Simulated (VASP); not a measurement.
TePb, 2 atoms in the cell. It takes space group Fm-3m (No. 225, cubic). Conventional cell: a = 6.462 Å, b = 6.462 Å, c = 6.462 Å, α = 90.00°, β = 90.00°, γ = 90.00°. Pb (site symmetry m-3m) is surrounded by 6 Te at 3.23 Å. Te (site symmetry m-3m) has 6 Pb at 3.23 Å as nearest neighbours. 

```yaml
Program: VASP 6.6.1
Task: single point
Functional: PBE
Potentials_or_basis: VASP PAW PBE potentials, release 64 (Pb_d, Te)
Cutoff: 520 eV
k_mesh: 7 × 7 × 7
Occupations: fermi-dirac, width 0.05 eV
Spin: no spin polarisation
Further_INCAR_settings: ALGO = Normal; EDIFF = 1e-07; NBANDS = 17
```

Potentials or basis: VASP PAW PBE potentials, release 64 (Pb_d, Te).

Run with:

```console
$ cat potpaw_PBE.64/Pb_d/POTCAR potpaw_PBE.64/Te/POTCAR > POTCAR
$ mpirun -np 1 vasp_std > vasp.out
```

Hardware: 1 thread of AMD EPYC 9R45 (Zen 5), with other jobs on the host.

Q: How long does it take, and how much memory?

A: Wall time 14 s on 1 thread of AMD EPYC 9R45 (Zen 5), on a shared host, peak memory 0.17 GiB. Counts: scf iterations 15, k points 20.
